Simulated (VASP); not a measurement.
Cd: relaxation of cell and atoms with PBEsol

Cd:

```xyz
2
Lattice="2.9585 0.0000 0.0000 -1.4792 2.5621 0.0000 0.0000 0.0000 5.8859" Properties=species:S:1:pos:R:3 pbc="T T T"
Cd    0.0000    1.7081    1.4715
Cd    1.4792    0.8540    4.4144
```

```yaml
Program: VASP 6.6.1
Task: relaxation of cell and atoms
Functional: PBEsol
Potentials_or_basis: VASP PAW PBE potentials, release 64 (Cd)
Cutoff: 600 eV
k_mesh: 18 × 18 × 8
Occupations: gaussian, width 0.1 eV
Spin: no spin polarisation
Further_INCAR_settings: ALGO = Fast; EDIFF = 1e-07; IBRION = 2; EDIFFG = -0.005; NSW = 90; ISIF = 3
```

| Quantity | Value |
| --- | --- |
| Relaxed volume | 21.13 Å³/atom |
| Relaxed cell | a = 2.951 Å, b = 2.951 Å, c = 5.602 Å, α = 90.00°, β = 90.00°, γ = 120.00° |
| Space group after relaxing (to 0.05 Å) | P6_3/mmc (No. 194) |
| Energy gained by relaxing | 10.6 meV/atom |
| Ionic steps | 10 |
| Pressure after relaxing | 0.0 GPa |
| Band gap on the k mesh | none (metal or under the smearing width) |

The path:
```tsv
step	energy change (eV)	largest force (eV/Å)	pressure (GPa)	volume (Å³)
1	0.0000	0.0000	-2.09	44.62
2	-0.0145	0.0000	0.10	42.77
3	-0.0146	0.0000	0.28	42.64
4	-0.0195	0.0000	0.17	42.42
5	-0.0209	0.0000	0.16	42.26
6	-0.0211	0.0000	0.16	42.20
7	-0.0211	0.0000	0.15	42.16
8	-0.0211	0.0000	0.16	42.14
9	-0.0211	0.0000	-0.09	42.32
10	-0.0211	0.0000	0.00	42.26
```

Final structure:
```
Cd
1.0
     2.95110    0.00000    0.00000
    -1.47555    2.55573    0.00000
     0.00000    0.00000    5.60249
Cd
2
Direct
  0.33333 0.66667 0.25000
  0.66667 0.33333 0.75000
```

Levels at points of the mesh, in eV from the Fermi level:
| k point | band 8 | band 9 | band 10 | band 11 | band 12 | band 13 | band 14 | band 15 | band 16 |
| --- | --- | --- | --- | --- | --- | --- | --- | --- | --- |
| (0.00, 0.00, 0.00) | -8.78 | -8.78 | -8.52 | -8.52 | -3.28 | -3.18 | 10.41 | 14.51 | 14.84 |
| (0.50, 0.00, 0.00) | -8.56 | -8.24 | -8.21 | -2.49 | -1.92 | 1.88 | 2.94 | 3.17 | 5.20 |
| (0.00, 0.00, 0.50) | -8.63 | -8.63 | -8.63 | -7.61 | -7.61 | 3.56 | 3.56 | 14.85 | 14.85 |
| (0.50, 0.00, 0.50) | -8.54 | -8.23 | -8.23 | -1.70 | -1.70 | 0.06 | 0.06 | 8.02 | 8.02 |

Wall time 6.8 min on 1 thread of Intel(R) Xeon(R) Platinum 8375C CPU @ 2.90GHz (Ice Lake), on a shared host, peak memory 0.28 GiB.

Caveat: the PAW data sets were made with another functional, which shifts forces and pressure a little.
